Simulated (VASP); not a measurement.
# Te2Mo in VASP: relaxation of cell and atoms with PBEsol

Aim: the relaxation of cell and atoms of Te2Mo with PBEsol.

Everything below comes from runs of VASP 6.6.1. Logs are shortened: lines on timing, memory, paths and dates and some standing lists are left out, and cuts for length are marked.

## (1) The sheet as given

The cell holds a sheet with vacuum, 3 atoms: a = 3.520 Å, b = 3.520 Å, c = 19.620 Å, α = 90.00°, β = 90.00°, γ = 120.00°.

The cell was built by a generator and needn't be a form met in nature.

## (2) Relaxation of cell and atoms, PBEsol

The input, INCAR:

```
ALGO = Fast
EDIFF = 1E-6
EDIFFG = -0.005
ENCUT = 600
GGA = PS
IBRION = 2
ISIF = 3
ISMEAR = 0
KPAR = 2
LASPH = True
LATTICE_CONSTRAINTS = .TRUE. .TRUE. .FALSE.
LCHARG = False
LREAL = False
LWAVE = False
NELM = 120
NSW = 40
PREC = Accurate
SIGMA = 0.03
```

The input, KPOINTS:

```
k-points
0
Gamma
  12 12 1
```

The input, POSCAR:

```
Te2Mo
1.0
    3.5200000000      0.0000000000      0.0000000000
   -1.7600000000      3.0484094200      0.0000000000
    0.0000000000      0.0000000000     19.6200000000
Te Mo
2 1
Direct
    0.6666670000      0.3333330000      0.4077472000
    0.6666670000      0.3333330000      0.5922528000
    0.3333330000      0.6666670000      0.5000000000
```

Potentials or basis: VASP PAW PBE potentials, release 64 (Te, Mo_sv).

On the command line:

```bash
$ cat potpaw_PBE.64/Te/POTCAR potpaw_PBE.64/Mo_sv/POTCAR > POTCAR
$ mpirun -np 2 vasp_std > vasp.out
```

OUTCAR:

```text
EDIFF = 1E-6
   EDIFFG = -0.005
   ENCUT = 600
   GGA = PS
   IBRION = 2
   ISIF = 3
   ISMEAR = 0
   LASPH = True
   LREAL = False
   NELM = 120
   NSW = 40
   PREC = Accurate

 ion  position               nearest neighbor table
   1  0.667  0.333  0.408-   3 2.72   3 2.72   3 2.72   2 3.62
   2  0.667  0.333  0.592-   3 2.72   3 2.72   3 2.72   1 3.62
   3  0.333  0.667  0.500-   1 2.72   2 2.72   1 2.72   2 2.72   1 2.72   2 2.72

  LATTYP: Found a hexagonal cell.
 ALAT       =     3.5200000000
 C/A-ratio  =     5.5738636364

  Lattice vectors:

 A1 = (   3.5200000000,   0.0000000000,   0.0000000000)
 A2 = (  -1.7600000000,   3.0484094200,   0.0000000000)
 A3 = (   0.0000000000,   0.0000000000,  19.6200000000)

Analysis of symmetry for initial positions (statically):
=====================================================================
 Subroutine PRICEL returns:
 Original cell was already a primitive cell.

 Routine SETGRP: Setting up the symmetry group for a
 hexagonal supercell.

 Subroutine GETGRP returns: Found 12 space group operations
 (whereof 12 operations were pure point group operations)
 out of a pool of 24 trial point group operations.

The static configuration has the point symmetry D_3h.

Analysis of symmetry for dynamics (positions and initial velocities):
=====================================================================
 Subroutine PRICEL returns:
 Original cell was already a primitive cell.

 Routine SETGRP: Setting up the symmetry group for a
 hexagonal supercell.

 Subroutine GETGRP returns: Found 12 space group operations
 (whereof 12 operations were pure point group operations)
 out of a pool of 24 trial point group operations.

The dynamic configuration has the point symmetry D_3h.

 Subroutine INISYM returns: Found 12 space group operations
 (whereof 12 operations are pure point group operations),
 and found     1 'primitive' translations

----------------------------------------------------------------------------------------

                                     Primitive cell

  volume of cell :     210.5305

  direct lattice vectors                    reciprocal lattice vectors
     3.520000000  0.000000000  0.000000000     0.284090909  0.164019963  0.000000000
    -1.760000000  3.048409420  0.000000000     0.000000000  0.328039926  0.000000000
     0.000000000  0.000000000 19.620000000     0.000000000  0.000000000  0.050968400

  length of vectors
     3.520000000  3.519999999 19.620000000     0.328039926  0.328039926  0.050968400

  position of ions in fractional coordinates (direct lattice)
     0.666667000  0.333333000  0.407747200
     0.666667000  0.333333000  0.592252800
     0.333333000  0.666667000  0.500000000

  ion indices of the primitive-cell ions
   primitive index   ion index
                 1           1
                 2           2
                 3           3

----------------------------------------------------------------------------------------

 KPOINTS: k-points

Automatic generation of k-mesh.
 Grid dimensions read from file:
 generate k-points for:   12   12    1

 Generating k-lattice:

  Cartesian coordinates                     Fractional coordinates (reciprocal lattice)
     0.023674242  0.013668330  0.000000000     0.083333333  0.000000000  0.000000000
     0.000000000  0.027336660  0.000000000     0.000000000  0.083333333  0.000000000
     0.000000000  0.000000000  0.050968400     0.000000000  0.000000000  1.000000000

  Length of vectors
     0.027336660  0.027336660  0.050968400

  Shift w.r.t. Gamma in fractional coordinates (k-lattice)
     0.000000000  0.000000000  0.000000000

 Subroutine IBZKPT returns following result:
 ===========================================

 Found     19 irreducible k-points:

 Following reciprocal coordinates:
            Coordinates               Weight
  0.000000  0.000000  0.000000      1.000000
  0.083333 -0.000000  0.000000      6.000000
  0.166667 -0.000000  0.000000      6.000000
  0.250000 -0.000000  0.000000      6.000000
  0.333333 -0.000000  0.000000      6.000000
  0.416667 -0.000000  0.000000      6.000000
[... 11 lines left out ...]
  0.333333  0.250000  0.000000     12.000000
  0.333333  0.333333  0.000000      2.000000
   k-points           NKPTS =     19   k-points in BZ     NKDIM =     19   number of bands    NBANDS=     17
   number of dos      NEDOS =    301   number of ions     NIONS =      3
   total plane-waves  NPLWV = 125440
   dimension x,y,z NGX =    28 NGY =   28 NGZ =  160
   dimension x,y,z NGXF=    56 NGYF=   56 NGZF=  320
   ions per type =               2   1
   NGX,Y,Z   is equivalent  to a cutoff of  13.22, 13.22, 13.56 a.u.
   NGXF,Y,Z  is equivalent  to a cutoff of  26.45, 26.45, 27.11 a.u.
 SYSTEM =  unknown system
   PREC   = accura    normal or accurate (medium, high low for compatibility)
   ISTART =      0    job   : 0-new  1-cont  2-samecut
   ICHARG =      2    charge: 1-file 2-atom 10-const
   ISPIN  =      1    spin polarized calculation?
   LNONCOLLINEAR =      F non collinear calculations
   LSORBIT =      F    spin-orbit coupling
   LASPH  =      T    aspherical Exc in radial PAW
   ENCUT  =  600.0 eV  44.10 Ry    6.64 a.u.   7.03  7.03 39.19*2*pi/ulx,y,z
   NELM   =    120;   NELMIN=  2; NELMDL= -5     # of ELM steps
   EDIFF  = 0.1E-05   stopping-criterion for ELM
   LREAL  =      F    real-space projection
   EDIFFG = -.5E-02   stopping-criterion for IOM
   NSW    =     40    number of steps for IOM
   IBRION =      2    ionic relax: 0-MD 1-quasi-New 2-CG
   NFREE  =      1    steps in history (QN), initial steepest desc. (CG)
   ISIF   =      3    stress and relaxation
   ISYM   =      2    0-nonsym 1-usesym 2-fastsym
   POTIM  = 0.5000    time-step for ionic-motion
   TEBEG  =    0.0;   TEEND  =   0.0 temperature during run
   PSTRESS=    0.0 pullay stress
   NELECT =      26.0000    total number of electrons
   NUPDOWN=      -1.0000    fix difference up-down
   EMIN   =  10.00;   EMAX   =-10.00  energy-range for DOS
   EFERMI =   0.00;   METHOD = LEGACY
   ISMEAR =     0;   SIGMA  =   0.03  broadening in eV -4-tet -1-fermi 0-gaus
   EFERMI_NEDOS =   21; number of points for ismear=-14 and -15
   IALGO  =     68    algorithm
   IMIX   =      4    mixing-type and parameters
     AMIX     =   0.40;   BMIX     =  1.00
     AMIX_MAG =   1.60;   BMIX_MAG =  1.00
  volume/ion in A,a.u.               =      70.18       473.58
  Fermi-wavevector in a.u.,A,eV,Ry     =   0.815257  1.540611  9.043020  0.664643
  Thomas-Fermi vector in A             =   1.925312
   LORBIT       =      0    0 simple, 1 ext, 2 COOP (PROOUT), +10 PAW based schemes
   GGA     = PS    functional components
   LHFCALC =     F    Hartree Fock is set to
   AEXX    =    0.0000 exact exchange contribution
   IVDW    =     0    specifies the selected vdW correction
   LEPSILON=     F    determine dielectric tensor
   LRPA    =     F    only Hartree local field effects (RPA)
 conjugate gradient relaxation of ions
 non-spin polarized calculation
 RMM-DIIS sequential band-by-band and
 Gauss-broadening in eV      SIGMA  =   0.03
  energy-cutoff  :      600.00
  volume of cell :      210.53
 maximum number of plane-waves:      7051
   NGX = 15   NGY = 15   NGZ = 79

--------------------------------------- Ionic step        1  -------------------------------------------

 number of electron      26.0000000 magnetization

 Free energy of the ion-electron system (eV)
  ---------------------------------------------------
  ext. energy  EPLUGINS =         0.00000000
  ---------------------------------------------------
  free energy    TOTEN  =       -19.60638934 eV

  energy without entropy =      -19.60638934  energy(sigma->0) =      -19.60638934

------------------------ aborting loop because EDIFF is reached ----------------------------------------

  FORCE on cell =-STRESS in cart. coord.  units (eV):
  Direction    XX          YY          ZZ          XY          YZ          ZX
  --------------------------------------------------------------------------------------
  -------------------------------------------------------------------------------------
  Total       -0.8902191     -0.8902191     -0.8002448     -0.0000000      0.0000000      0.0000000
  in kB       -6.7747382     -6.7747382     -6.0900164     -0.0000000      0.0000000      0.0000000
  external PRESSURE =      -6.5464976 kB  Pullay stress =       0.0000000 kB
[... 22 lines left out ...]
  energy  without entropy=      -19.6063893388  energy(sigma->0) =      -19.60638934

--------------------------------------- Ionic step        2  -------------------------------------------

 number of electron      25.9999999 magnetization

 E-fermi :   0.0449     XC(G=0):  -4.3407

 val. band max:       -0.2568571724   @ k =   0.3333   0.3333   0.0000
 cond. band min:       0.9877350196   @ k =   0.3333   0.3333   0.0000
 fundamental gap:      1.2445921921
 Fermi energy:         0.0448753660

 k-point     1 :       0.0000    0.0000    0.0000
  band No.  band energies     occupation
      1     -60.7573      2.00000
      2     -34.9893      2.00000
      3     -34.8167      2.00000
      4     -34.8167      2.00000
      5     -13.1239      2.00000
      6     -12.1335      2.00000
[... 9 lines left out ...]
     16       3.4289      0.00000
     17       3.4294      0.00000
[... 540 lines left out ...]
  energy  without entropy=      -19.6148464893  energy(sigma->0) =      -19.61484649

--------------------------------------- Ionic step        7  -------------------------------------------

 number of electron      25.9999999 magnetization

 Free energy of the ion-electron system (eV)
  ---------------------------------------------------
  ext. energy  EPLUGINS =         0.00000000
  ---------------------------------------------------
  free energy    TOTEN  =       -19.61484679 eV

  energy without entropy =      -19.61484679  energy(sigma->0) =      -19.61484679

 E-fermi :  -0.1012     XC(G=0):  -4.3230

 val. band max:       -0.3072113767   @ k =   0.3333   0.3333   0.0000
 cond. band min:       0.8968119743   @ k =   0.3333   0.3333   0.0000
 fundamental gap:      1.2040233510
 Fermi energy:        -0.1011593364

 k-point     1 :       0.0000    0.0000    0.0000
  band No.  band energies     occupation
      1     -60.8378      2.00000
      2     -35.0533      2.00000
      3     -34.8974      2.00000
      4     -34.8974      2.00000
      5     -13.0860      2.00000
      6     -12.1180      2.00000
[... 9 lines left out ...]
     16       3.2734      0.00000
     17       3.2734      0.00000
[... 388 lines left out ...]
  FREE ENERGIE OF THE ION-ELECTRON SYSTEM (eV)
  ---------------------------------------------------
  free  energy   TOTEN  =       -19.6148467947 eV

  energy  without entropy=      -19.6148467947  energy(sigma->0) =      -19.61484679

 reached required accuracy - stopping structural energy minimisation
```

Wall time 2.2 min (2 MPI ranks of Intel Xeon Platinum 8488C (Sapphire Rapids), shared host); peak memory 0.42 GiB.

What came out:

```yaml
Free_energy: -19.6148 eV
Relaxed_volume: 69.04 Å³/atom
Relaxed_cell: a = 3.491 Å, b = 3.491 Å, c = 19.620 Å, α = 90.00°, β = 90.00°, γ = 120.00°
Space_group_after_relaxing_to_0.05_Å: P-6m2 (No. 187)
Energy_gained_by_relaxing: 2.8 meV/atom
Ionic_steps: 7
Band_gap_on_the_k_mesh: 1.20 eV, direct
```

Forces on the atoms (eV/Å):
```
Te   0.000  0.000  0.003
Te   0.000  0.000 -0.003
Mo   0.000  0.000  0.000
```

Step by step:
```
step  energy change (eV)  largest force (eV/Å)  pressure (GPa)  volume (Å³)
   1              0.0000                0.2155           -0.65       210.53
   2             -0.0029                0.2036            0.59       204.55
   3             -0.0084                0.0124            0.01       207.17
   4             -0.0084                0.0084           -0.01       207.24
   5             -0.0084                0.0029           -0.01       207.19
   6             -0.0085                0.0059           -0.01       207.08
   7             -0.0085                0.0027           -0.01       207.11
```

Final structure:
```yaml
crystal:
  lattice:
    - [3.49126, 0.00000, 0.00000]
    - [-1.74563, 3.02352, 0.00000]
    - [0.00000, 0.00000, 19.62000]
  atoms:
    - { symbol: Te, position: [0.66667, 0.33333, 0.40797] }
    - { symbol: Te, position: [0.66667, 0.33333, 0.59203] }
    - { symbol: Mo, position: [0.33333, 0.66667, 0.50000] }
```

Caveat: the PAW data sets were made with another functional, which shifts forces and pressure a little; spin-orbit coupling is left out, which moves the levels of the heavy elements.
